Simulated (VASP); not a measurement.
Here is a VASP 6.6.1 calculation.

File INCAR:

```
SYSTEM = Te2Mo
PREC = Accurate
ENCUT = 600
EDIFF = 1E-7
ISMEAR = -1
SIGMA = 0.05
LREAL = .FALSE.
LASPH = .TRUE.
NELM = 60
ALGO = Normal
ISIF = 3
LWAVE = .FALSE.
LCHARG = .FALSE.
GGA = B5
ALDAX = 1.0
AGGAX = 1.0
AGGAC = 1.0
ALDAC = 0.0
IVDW = 13
VDW_S6 = 1.0
VDW_S8 = 2.34076671
VDW_A1 = 0.44488865
VDW_A2 = 4.0933009
IBRION = 2
NSW = 60
EDIFFG = -0.02
```

Contents of KPOINTS:

```
regular mesh
0
G
  9 9 2
  0 0 0
```

File POSCAR:

```
Te2Mo
1.0
    3.5182000000      0.0000000000      0.0000000000
   -1.7591000000      3.0468505756      0.0000000000
    0.0000000000      0.0000000000     13.9736000000
Te Mo
4 2
Direct
    0.6666666667      0.3333333333      0.3790000000
    0.3333333333      0.6666666667      0.8790000000
    0.6666666667      0.3333333333      0.1210000000
    0.3333333333      0.6666666667      0.6210000000
    0.6666666667      0.3333333333      0.7500000000
    0.3333333333      0.6666666667      0.2500000000
```

Potentials or basis: VASP PAW PBE potentials, release 64 (Te, Mo_sv).

Launch:

```sh
$ cat potpaw_PBE.64/Te/POTCAR potpaw_PBE.64/Mo_sv/POTCAR > POTCAR
$ mpirun -np 1 vasp_std > vasp.out
```

Problem. What does it give for the band gap on the k mesh?

Solution. 0.67 eV, indirect (least direct gap 0.95 eV).

Problem. Predict the space group after relaxing (to 0.05 Å).

Solution. P6_3/mmc (No. 194).

Problem. Estimate the dispersion energy per atom.

Solution. -1.051 eV.

Problem. What does it give for the relaxed volume?

Solution. 25.28 Å³/atom.

Final structure:
```xyz
6
Lattice="3.5702 0.0000 0.0000 -1.7851 3.0918 0.0000 0.0000 0.0000 13.7433" Properties=species:S:1:pos:R:3 pbc="T T T"
Te    1.7851    1.0306    5.2482
Te    0.0000    2.0612   12.1198
Te    1.7851    1.0306    1.6235
Te    0.0000    2.0612    8.4952
Mo    1.7851    1.0306   10.3075
Mo    0.0000    2.0612    3.4358
```

Caveat: the PAW data sets were made with another functional, which shifts forces and pressure a little; spin-orbit coupling is left out, which moves the levels of the heavy elements; an odd mesh through Γ misses points on the zone boundary, where band edges often lie.
